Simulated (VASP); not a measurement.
**CdS (Greenockite): band structure with HSE06**

**Measured values to compare with.**

“Isotope dependence of band-gap energy”, 2008, arxiv:0807.2152 quotes, for a bulk crystal of CdS: band gap 2.5809 ± 0.0002 eV.

Crystal: CdS (Greenockite).

```
CELL_PARAMETERS angstrom
4.13146 0.00000 0.00000
-2.06573 3.57795 0.00000
0.00000 0.00000 6.72462
ATOMIC_POSITIONS crystal
Cd 0.33333 0.66667 0.99932
Cd 0.66667 0.33333 0.49932
S 0.33333 0.66667 0.37568
S 0.66667 0.33333 0.87568
```

```
Program                            : VASP 6.6.1
Task                               : band structure
Functional                         : HSE06
Potentials or basis                : VASP PAW PBE potentials, release 64 (Cd, S)
Cutoff                             : 520 eV
k mesh                             : 6 × 6 × 3
Occupations                        : gaussian, width 0.03 eV
Spin                               : no spin polarisation
Grid for exact exchange (PRECFOCK) : Fast
Screening parameter                : 0.2 1/A
Further INCAR settings             : ALGO = Normal; EDIFF = 1e-06
```

- Pressure: 1.9 GPa
- Largest force: 0.005 eV/Å
- Band gap on the k mesh: 2.27 eV, direct
- Band gap along the path: 2.27 eV, direct

Forces on the atoms (eV/Å):
```
Cd   0.000  0.000 -0.005
Cd   0.000  0.000 -0.005
S    0.000  0.000  0.005
S    0.000  0.000  0.005
```

Levels at points of the mesh, in eV from the valence-band top:
| k point | band 15 | band 16 | band 17 | band 18 | band 19 | band 20 | band 21 | band 22 |
| --- | --- | --- | --- | --- | --- | --- | --- | --- |
| (0.00, 0.00, 0.00) | -0.82 | -0.05 | 0.00 | 0.00 | 2.27 | 3.91 | 7.66 | 7.66 |
| (0.50, 0.00, 0.00) | -2.84 | -2.02 | -1.39 | -0.81 | 4.89 | 4.94 | 6.10 | 7.72 |

Run time: 20 min on 4 MPI ranks on Intel(R) Xeon(R) Platinum 8488C (Sapphire Rapids), with other jobs on the host, peak memory 0.38 GiB a rank.

Against the measured gap of CdS, 2.5809 eV (quoted in “Isotope dependence of band-gap energy”, 2008, arxiv:0807.2152), the calculated 2.27 eV is off by -0.31 eV. Spin-orbit coupling on Cd is left out. The value is that of HSE06, without temperature or zero-point motion.

Caveat: the PAW data sets were made with another functional, which shifts forces and pressure a little.
